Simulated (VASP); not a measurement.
Here is a VASP 6.6.1 calculation.

File INCAR:

```
SYSTEM = HC16
ALGO = Normal ; EDIFF = 1E-6
ENCUT = 520 ; GGA = PE
ISIF = 2 ; ISMEAR = 0
IVDW = 12 ; LASPH = .TRUE.
LCHARG = .FALSE. ; LREAL = Auto
LWAVE = .FALSE. ; NBANDS = 46
NELECT = 64.0 ; NELM = 80
PREC = Accurate ; SIGMA = 0.02
```

File KPOINTS:

```
k-points
0
G
  3 3 3
  0 0 0
```

POSCAR

```
HC16
1.0
    0.0000000000      3.5700000000      3.5700000000
    3.5700000000      0.0000000000      3.5700000000
    3.5700000000      3.5700000000      0.0000000000
C H
16 1
Direct
   -0.0121647560     -0.0118535248     -0.0064118442
    0.1368792663      0.1315318018      0.1369626136
    0.0001137202     -0.0039976409      0.5161146332
    0.1307290558      0.1208314660      0.6302951588
   -0.0060223142      0.4948176420      0.0042937869
    0.1245944278      0.6090244024      0.1291068421
   -0.0014597509      0.4934583488      0.5071208528
    0.1261649121      0.6179892498      0.6316683136
    0.5026276710     -0.0053743364      0.0043697961
    0.6220707381      0.1207444092      0.1304772870
    0.5041552890     -0.0070962795      0.5060749123
    0.6257428844      0.1216218699      0.6304040796
    0.4989574964      0.4947123214      0.0034937757
    0.6205526562      0.6190353545      0.1322139341
    0.4996858819      0.4947550499      0.5060400993
    0.6250179561      0.6190764221      0.6303599240
    1.0621887359      0.9075488439      0.2177635551
```

Potentials or basis: VASP PAW PBE potentials, release 64 (C, H).

The run is started by

```sh
$ cat potpaw_PBE.64/C/POTCAR potpaw_PBE.64/H/POTCAR > POTCAR
$ mpirun -np 1 vasp_std > vasp.out
```

**Question.** Predict the dispersion energy per atom.

**Answer.** -0.190 eV.

**Question.** What does it give for the largest force?

**Answer.** 0.022 eV/Å.

Forces on the atoms (eV/Å):
```
C   -0.002 -0.001  0.011
C    0.001 -0.009 -0.001
C    0.001 -0.001 -0.011
C    0.008  0.002  0.009
C   -0.007 -0.008 -0.002
C   -0.001  0.010  0.000
C   -0.001  0.003  0.000
C    0.001 -0.001 -0.003
C   -0.008 -0.001  0.003
C    0.009 -0.002  0.001
C    0.000 -0.003 -0.003
C   -0.003 -0.005 -0.001
C    0.003  0.001  0.006
C    0.000  0.002  0.002
C    0.002 -0.001  0.003
C   -0.002 -0.003  0.001
H   -0.001  0.015 -0.015
```

Caveat: the k mesh is coarse (spacing up to 0.51 Å⁻¹), so the values aren't converged; the cell carries a net charge on a neutralising background, which shifts energy and pressure.
